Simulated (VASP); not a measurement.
Level of theory: PBEsol GGA, VASP's PBE PAW potentials (set 64) (plane waves; VASP).

The input files of a VASP run:

### INCAR
```
ALGO  =  Normal
CSHIFT  =  0.1
EDIFF  =  1E-7
ENCUT  =  400
GGA  =  PS
ISMEAR  =  0
LASPH  =  .TRUE.
LCHARG  =  .FALSE.
LMAXMIX  =  4
LOPTICS  =  .TRUE.
LREAL  =  .FALSE.
LWAVE  =  .FALSE.
NBANDS  =  36
NEDOS  =  1001
NELM  =  100
PREC  =  Accurate
SIGMA  =  0.01
SYSTEM  =  CsBr
```

### POSCAR
```
CsBr
1
    4.2481745600     0.0000000000     0.0000000000
    0.0000000000     4.2481745600     0.0000000000
    0.0000000000     0.0000000000     4.2481745600
Cs Br
1 1
Direct
  0.0000000000   0.0000000000   0.0000000000
  0.5000000000   0.5000000000   0.5000000000
```

KPOINTS:
```
Automatic
0
gamma
 8 8 8
```

POTCAR, in this order: Cs_sv Br (PBE.64 set). Program: vasp_std.

What VASP printed:

### OSZICAR
```
       N       E                     dE             d eps       ncg     rms          rms(c)
DAV:   1     0.686326999145E+02    0.68633E+02   -0.47413E+03  2520   0.308E+02
DAV:   2    -0.287748547410E+01   -0.71510E+02   -0.66499E+02  3108   0.832E+01
DAV:   3    -0.657088841886E+01   -0.36934E+01   -0.36555E+01  3100   0.184E+01
DAV:   4    -0.658747522193E+01   -0.16587E-01   -0.16584E-01  2960   0.131E+00
DAV:   5    -0.658752290281E+01   -0.47681E-04   -0.47680E-04  2976   0.758E-02    0.171E+00
DAV:   6    -0.638110773070E+01    0.20642E+00   -0.32627E-02  2888   0.980E-01    0.888E-01
DAV:   7    -0.634658374242E+01    0.34524E-01   -0.36219E-02  2996   0.706E-01    0.549E-01
DAV:   8    -0.634747498915E+01   -0.89125E-03   -0.79295E-03  2872   0.275E-01    0.158E-01
DAV:   9    -0.634706171003E+01    0.41328E-03   -0.28801E-04  2944   0.663E-02    0.620E-02
DAV:  10    -0.634713272171E+01   -0.71012E-04   -0.17610E-04  2872   0.391E-02    0.298E-02
DAV:  11    -0.634712432920E+01    0.83925E-05   -0.91321E-06  2880   0.114E-02    0.559E-03
DAV:  12    -0.634712525554E+01   -0.92633E-06   -0.20858E-06  2908   0.461E-03    0.180E-03
DAV:  13    -0.634712529117E+01   -0.35637E-07   -0.33323E-08  2684   0.880E-04
   1 F= -.63471253E+01 E0= -.63471253E+01  d E =-.336621E-28
 imaginary and real dielectric function
```

**OUTCAR**
```
------------------------ aborting loop because EDIFF is reached ----------------------------------------
  FORCE on cell =-STRESS in cart. coord.  units (eV):
  Direction    XX          YY          ZZ          XY          YZ          ZX
  --------------------------------------------------------------------------------------
  Total       -0.0141176     -0.0141176     -0.0141176     -0.0000000     -0.0000000     -0.0000000
  in kB       -0.2950295     -0.2950295     -0.2950295     -0.0000000     -0.0000000     -0.0000000
  external PRESSURE =      -0.2950295 kB  Pullay stress =       0.0000000 kB
  volume of cell :       76.67
      direct lattice vectors                 reciprocal lattice vectors
     4.248174560  0.000000000  0.000000000     0.235395223  0.000000000  0.000000000
     0.000000000  4.248174560  0.000000000     0.000000000  0.235395223  0.000000000
     0.000000000  0.000000000  4.248174560     0.000000000  0.000000000  0.235395223
 POSITION                                       TOTAL-FORCE (eV/Angst)
 -----------------------------------------------------------------------------------
      0.00000      0.00000      0.00000         0.000000      0.000000      0.000000
      2.12409      2.12409      2.12409         0.000000      0.000000      0.000000
 -----------------------------------------------------------------------------------
    total drift:                                0.000000      0.000000      0.000000
  FREE ENERGIE OF THE ION-ELECTRON SYSTEM (eV)
  ---------------------------------------------------
  free  energy   TOTEN  =        -6.3471252912 eV

  energy  without entropy=       -6.3471252912  energy(sigma->0) =       -6.34712529

 plasma frequency squared (from intraband transitions) (eV^2)
  --------------------------------------------------------------------------------------
       0.000       0.000      -0.000
       0.000       0.000       0.000
      -0.000       0.000       0.000

 plasma frequency squared (from interband transitions, int dw w eps(2)(w)) (eV^2)
  --------------------------------------------------------------------------------------
     282.384       0.000       0.000      -0.000      -0.000      -0.000
       0.000       0.000     282.384       0.000       0.000      -0.000
      -0.000       0.000       0.000       0.000     282.384       0.000
```
(Selected blocks of OUTCAR.)

The compound is CsBr in the CsCl type structure. It was relaxed first.
